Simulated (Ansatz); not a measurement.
## One structure, 3 elements: TiC, ZrC, HfC

Plane-wave DFT in Ansatz with scalar-relativistic PAW potentials, cutoff 420 eV, Γ-centred meshes chosen by cell and gap, Gaussian smearing with energies taken to zero width. Every cell was relaxed (cell and atoms) in a run of its own, within the symmetry of its start. Functional: PBEsol.

All members share space group Fm-3m and the same sites; only the element on one set of sites changes (Ti, Zr, Hf). Members needn't be the stable form of their composition. Energies over the elements, where given, are against the elements' standard states in the same functional (H₂, N₂, O₂ and halogens uncorrected, Hg as a solid). The first member:

Space group Fm-3m (No. 225). a = 4.293 Å, b = 4.293 Å, c = 4.293 Å, α = 90.00°, β = 90.00°, γ = 90.00°
| atom | site | symmetry | x | y | z |
| --- | --- | --- | --- | --- | --- |
| Ti | 4a | m-3m | 0.0000 | 0.0000 | 0.0000 |
| C | 4b | m-3m | 0.5000 | 0.0000 | 0.0000 |

Problem. How do size, gap and binding change down the group?

Solution.
| compound | V (Å³/atom) | a (Å) | energy over elements (eV/atom) |
| --- | --- | --- | --- |
| TiC | 9.89 | 4.293 | -0.915 |
| ZrC | 12.72 | 4.669 | -0.923 |
| HfC | 12.23 | 4.607 | -0.994 |

Over the series the volume has no steady trend down the group (least for Ti); all are metallic on the mesh; binding against the elements strengthens. Hf is no larger than Zr here (12.23 against 12.72 Å³/atom), as one expects from the lanthanide contraction and relativistic shrinking of 6s.

Spin-orbit coupling is left out, which matters for the bands of heavy elements.